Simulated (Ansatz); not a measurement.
**AgBr: one input, then a changed one**

The cell is COD entry 9011682, as deposited and not checked against the literature; nothing was relaxed.

First run: DFT, PBE, all-electron LAPW, Dirac equation with spin-orbit coupling (Ansatz 0.2.0).

Command: `ansatz run input.yaml --threads 1 --pin off --max-ram 2048MiB --backend cpu --events-out ev --progress --plain --runs-dir out` The run took 36 s on 1 thread of Intel(R) Xeon(R) 6975P-C (Granite Rapids) (shared host), peak memory 0.5 GiB.

```yaml
crystal:
  lattice:
    - [0.0, 2.88605, 2.88605]
    - [2.88605, 0.0, 2.88605]
    - [2.88605, 2.88605, 0.0]
  atoms:
    - { symbol: Ag, position: [0.5, 0.5, 0.5] }
    - { symbol: Br, position: [0.0, 0.0, 0.0] }
kpoints:
  mp_grid: { grid: [7, 7, 7] }
  band_path:
    path:
      - [0.0, 0.0, 0.0]
      - [0.5, 0.0, 0.5]
      - [0.625, 0.25, 0.625]
      - [0.375, 0.375, 0.75]
      - [0.0, 0.0, 0.0]
      - [0.5, 0.5, 0.5]
      - [0.5, 0.25, 0.75]
      - [0.5, 0.0, 0.5]
    npoints: 5
scf:
  occupations: { method: fermi_dirac, width: 0.02 }
hamiltonian:
  xc: pbe
  pseudopotentials: { kind: all_electron, lapw: { basis_error: 0.0005 } }
output:
  forces: true
  stress: true
  eigenvalues: true
magnetization:
  noncollinear: true
  spin_orbit: true
```

Result: converged; pressure 1.51 GPa; gap on the k mesh 0.66 eV (the mesh can miss the band edges); 7 SCF iterations.

A second input differs as follows:

```diff
@@ -22,4 +22,5 @@
 scf:
   occupations: { method: fermi_dirac, width: 0.02 }
+  max_iter: 60
 hamiltonian:
   xc: pbe
@@ -32,3 +33,4 @@
   noncollinear: true
   spin_orbit: true
+total_charge: 0.5
```

What is wrong with it, and what does the program do?

The fault is a charge that the system can't hold (a charged periodic cell is solved on a neutralising background, which makes energy and pressure unphysical). The run converged; pressure -2.58 GPa; 10 SCF iterations. Such numbers aren't properties of the crystal. The log ends:
```
  atom   2  Br     0.00000000     0.00000000    -0.00000000
  max |Σ_I F_I| component: 7.29e-24 eV/Å
--- Stress (GPa, compression-positive) ---
       -2.575258      -0.000000      -0.000000
       -0.000000      -2.575258      -0.000000
       -0.000000      -0.000000      -2.575258
  P = ⅓ Tr σ = -2.5753 GPa (-25.753 kbar)
--- Band table (eV; the first three rows and the last of 20) ---
  k-point 0: bands = ["-222.5616", "-222.5616", "-162.6374", "-162.6374", "-155.8030", "-155.8030", "-155.8030", "-155.8030", "-80.8507", "-80.8507", "-51.9249", "-51.9249", "-51.9249", "-51.9249", "-50.8399", "-50.8399", "-50.8399", "-50.8399", "-50.8396", "-50.8396", "-47.8817", "-47.8817", "-42.7871", "-42.7871", "-42.7871", "-42.7871", "-5.3772", "-5.3772", "6.3502", "6.3502", "6.3502", "6.3502", "6.8864", "6.8864", "6.8864", "6.8864", "6.9155", "6.9155", "7.3974", "7.3974", "7.9555", "7.9555", "7.9555", "7.9555", "10.5449", "10.5449", "19.7986", "19.7986", "19.7986", "19.7986", "19.8786", "19.8786", "21.1234", "21.1234"]
  k-point 1: bands = ["-222.5616", "-222.5616", "-162.6374", "-162.6374", "-155.8030", "-155.8030", "-155.8030", "-155.8030", "-80.8507", "-80.8507", "-51.9250", "-51.9250", "-51.9249", "-51.9249", "-50.8399", "-50.8399", "-50.8399", "-50.8399", "-50.8396", "-50.8396", "-47.8818", "-47.8818", "-42.7874", "-42.7874", "-42.7872", "-42.7872", "-5.3066", "-5.3066", "6.1342", "6.1342", "6.1720", "6.1720", "6.3538", "6.3538", "6.8149", "6.8149", "6.8276", "6.8276", "7.3470", "7.3470", "8.1513", "8.1513", "8.3701", "8.3701", "11.5283", "11.5283", "18.2808", "18.2808", "19.1833", "19.1833", "19.3388", "19.3388", "20.7130", "20.7130"]
  k-point 2: bands = ["-222.5616", "-222.5616", "-162.6374", "-162.6374", "-155.8030", "-155.8030", "-155.8030", "-155.8030", "-80.8507", "-80.8507", "-51.9250", "-51.9250", "-51.9249", "-51.9249", "-50.8399", "-50.8399", "-50.8399", "-50.8399", "-50.8396", "-50.8396", "-47.8820", "-47.8820", "-42.7879", "-42.7879", "-42.7873", "-42.7873", "-5.1399", "-5.1399", "5.3740", "5.3740", "5.7199", "5.7199", "5.7337", "5.7337", "6.8138", "6.8138", "6.8673", "6.8673", "7.3215", "7.3215", "8.8567", "8.8567", "9.0387", "9.0387", "13.0171", "13.0171", "16.7370", "16.7370", "17.6567", "17.6567", "17.8663", "17.8663", "21.1467", "21.1467"]
  k-point 19: bands = ["-222.5616", "-222.5616", "-162.6374", "-162.6374", "-155.8030", "-155.8030", "-155.8030", "-155.8030", "-80.8507", "-80.8507", "-51.9249", "-51.9249", "-51.9249", "-51.9249", "-50.8399", "-50.8399", "-50.8399", "-50.8399", "-50.8396", "-50.8396", "-47.8823", "-47.8823", "-42.7883", "-42.7883", "-42.7879", "-42.7879", "-4.9275", "-4.9275", "5.3992", "5.3992", "5.6929", "5.6929", "5.8425", "5.8425", "6.7772", "6.7772", "7.0082", "7.0082", "7.3785", "7.3785", "7.4938", "7.4938", "8.2791", "8.2791", "13.4181", "13.4181", "16.5993", "16.5993", "17.7589", "17.7589", "17.9991", "17.9991", "21.8188", "21.8188"]
```
